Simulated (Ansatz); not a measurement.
TiAl3:

```xyz
4
Lattice="-1.9111 1.9111 4.2807 1.9111 -1.9111 4.2807 1.9111 1.9111 -4.2807" Properties=species:S:1:pos:R:3 pbc="T T T"
Ti    0.0000    0.0000    0.0000
Al    1.9111    0.0000    2.1403
Al    0.0000    1.9111    2.1403
Al    0.0000    0.0000    4.2807
```

The cell comes from a database or a generator and needn't be the stable form of this composition.

```yaml
Program: Ansatz 0.2.0
Task: single point
Functional: PBEsol
Potentials_or_basis: Ansatz PAW
Cutoff: "420 eV (not typed: the program's choice for these potentials)"
k_mesh: 10 × 10 × 10
Occupations: fermi-dirac, width 0.05 eV
Spin: no spin polarisation
```

On this cell: pressure -0.5 GPa; largest force under 0.003 eV/Å; band gap on the k mesh none (metal or under the smearing width).

The same run follows on a disturbed copy (atoms moved at random, drawn with an rms of 0.05 Å):

```
Ti Al
1.0
    -1.91111    1.91111    4.28067
     1.91111   -1.91111    4.28067
     1.91111    1.91111   -4.28067
Ti Al
1 3
Direct
  0.99038 0.00038 0.99521
  0.25664 0.75347 0.51882
  0.74604 0.24268 0.49693
  0.50286 0.48753 0.00014
```

What does the disturbed cell give?

The energy (extrapolated to zero smearing) moves by +8.2 meV/atom; pressure -0.3 GPa; largest force 0.616 eV/Å; band gap on the k mesh none (metal or under the smearing width).

Forces in eV/Å, atoms in the order of the input:
```
Ti  -0.250  0.550 -0.121
Al  -0.286 -0.319  0.048
Al   0.205  0.155  0.049
Al   0.331 -0.386  0.025
```

Stress tensor (GPa, compression positive):
```
-0.19 -0.03  0.20
-0.03 -0.21 -0.22
 0.20 -0.22 -0.43
```

Caveats: the PAW data sets come from PBE, with cores solved anew for the run's functional, which leaves a small shift of forces and pressure.
